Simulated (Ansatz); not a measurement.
# Se: the cost of one run

Computed with Ansatz 0.2.0 (DFT PBE, scalar-relativistic, unless a step's input says otherwise).

### Step 1. The structure to begin with

It takes space group P3_121 (No. 152, trigonal). Conventional cell: a = 4.366 Å, b = 4.366 Å, c = 4.954 Å, α = 90.00°, β = 90.00°, γ = 120.00°. Se (site symmetry 2) has 2 Se at 2.37 Å as nearest neighbours.

As a file:

```
CELL_PARAMETERS angstrom
4.36620 0.00000 0.00000
-2.18310 3.78124 0.00000
0.00000 0.00000 4.95360
ATOMIC_POSITIONS crystal
Se 0.22540 0.00000 0.33333
Se 0.00000 0.22540 0.66667
Se 0.77460 0.77460 0.00000
```

Atoms are numbered in the order of the input: Se1, Se2, Se3.

### Step 2. Volume × 0.94, LAPW

input.yaml

```yaml
crystal:
  lattice:
    - [4.2770688178, 0.0, 0.0]
    - [-2.138534409, 3.70405025, 0.0]
    - [0.0, 0.0, 4.8524777481]
  atoms:
    - { symbol: Se, position: [0.2254, 0.0, 0.3333333333] }
    - { symbol: Se, position: [0.0, 0.2254, 0.6666666667] }
    - { symbol: Se, position: [0.7746, 0.7746, 0.0] }
kpoints:
  mp_grid: { grid: [6, 6, 5] }
  band_path:
    path:
      - [0.0, 0.0, 0.0]
      - [0.5, 0.0, 0.0]
      - [0.3333333333, 0.3333333333, 0.0]
      - [0.0, 0.0, 0.0]
      - [0.0, 0.0, 0.5]
      - [0.5, 0.0, 0.5]
      - [0.3333333333, 0.3333333333, 0.5]
      - [0.0, 0.0, 0.5]
      - [0.5, 0.0, 0.5]
    npoints: 5
scf:
  occupations: { method: fermi_dirac, width: 0.03 }
hamiltonian:
  xc: pbe
  pseudopotentials: { kind: all_electron, lapw: { basis_error: 0.001 } }
output:
  forces: true
  stress: true
  eigenvalues: true
```

The run is started by

```bash
ansatz run input.yaml --threads 1 --pin off --max-ram 4096MiB --backend cpu --events-out ev --progress --plain --runs-dir out
```

What time and memory should one allow on 1 thread of AMD EPYC 9R45 (Zen 5), shared host?

About 25 s, with a peak of 0.4 GiB.
